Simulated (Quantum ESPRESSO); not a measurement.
Pt:

```xyz
1
Lattice="0.0000 1.9609 1.9609 1.9609 0.0000 1.9609 1.9609 1.9609 0.0000" Properties=species:S:1:pos:R:3 pbc="T T T"
Pt    0.0000    0.0000    0.0000
```

- Program: Quantum ESPRESSO 7.5
- Task: Hubbard U by linear response
- Functional: LDA
- Potentials or basis: GBRV 1.5 LDA
- Cutoff: 612 eV
- Density cutoff: 4898 eV
- k mesh: 10 × 10 × 10
- Occupations: cold, width 0.2 eV
- Spin: no spin polarisation
- Hubbard terms: Pt d U = 6.0 eV
- Start of the occupations: default
- Hubbard projectors: ortho-atomic
- Form of the LDA correlation: PZ81
- Mixing beta: 0.3
- Most SCF iterations: 120
- SCF threshold: 2e-10 Ry
- q mesh: 2 × 2 × 2

**Question.** What Hubbard parameters does linear response give?

**Answer.** U = 4.75 eV on Pt 5d. The values belong to these projectors, potentials and this ground state, and don't carry over to other codes.

Hubbard U from linear response:
```csv
site,manifold,U (eV)
1,Pt-5d,4.75
```
On the first site the bare response is -0.550 and the screened one -0.142 eV⁻¹.

Eigenvalues of the final occupation matrices:
| site | spin | trace | eigenvalues |
| --- | --- | --- | --- |
| Pt 1 5d | each | 4.43 | 0.85 0.85 0.85 0.93 0.93 |

Caveat: the computed U isn't converged in cell size; U without spin polarisation on a metal has little footing; the U is typed as a test and isn't derived for this compound.
